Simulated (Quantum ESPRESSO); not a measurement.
Crystal: MgS (Niningerite).

```xyz
2
Lattice="0.0000 2.6016 2.6016 2.6016 0.0000 2.6016 2.6016 2.6016 0.0000" Properties=species:S:1:pos:R:3 pbc="T T T"
S     2.6016    2.6016    2.6016
Mg    0.0000    0.0000    0.0000
```

* Program: Quantum ESPRESSO 7.5
* Task: relaxation of cell and atoms
* Functional: PBEsol
* Dispersion: D3
* Potentials or basis: GBRV 1.5 PBEsol
* Cutoff: 612 eV
* Density cutoff: 4898 eV
* k mesh: 9 × 9 × 9
* Occupations: fermi-dirac, width 0.05 eV
* Spin: no spin polarisation

At the start: pressure -1.9 GPa; volume 17.61 Å³/atom.

Where does the relaxation end?

Over 5 steps the energy falls by 2.3 meV/atom and the volume is 17.16 Å³/atom (-2.5 %); space group Fm-3m (No. 225, to 0.05 Å).

Step by step:
| step | energy change (eV) | largest force (eV/Å) | pressure (GPa) | volume (Å³) |
| --- | --- | --- | --- | --- |
| 1 | 0.0000 | 0.0000 | -1.90 | 35.22 |
| 2 | -0.0012 | 0.0000 | -1.66 | 35.11 |
| 3 | -0.0029 | 0.0000 | -1.21 | 34.90 |
| 4 | -0.0044 | 0.0000 | -0.59 | 34.63 |
| 5 | -0.0047 | 0.0000 | 0.13 | 34.33 |

Final structure:
```xyz
2
Lattice="0.0000 2.5795 2.5795 2.5795 0.0000 2.5795 2.5795 2.5795 0.0000" Properties=species:S:1:pos:R:3 pbc="T T T"
S     2.5795    2.5795    2.5795
Mg    0.0000    0.0000    0.0000
```
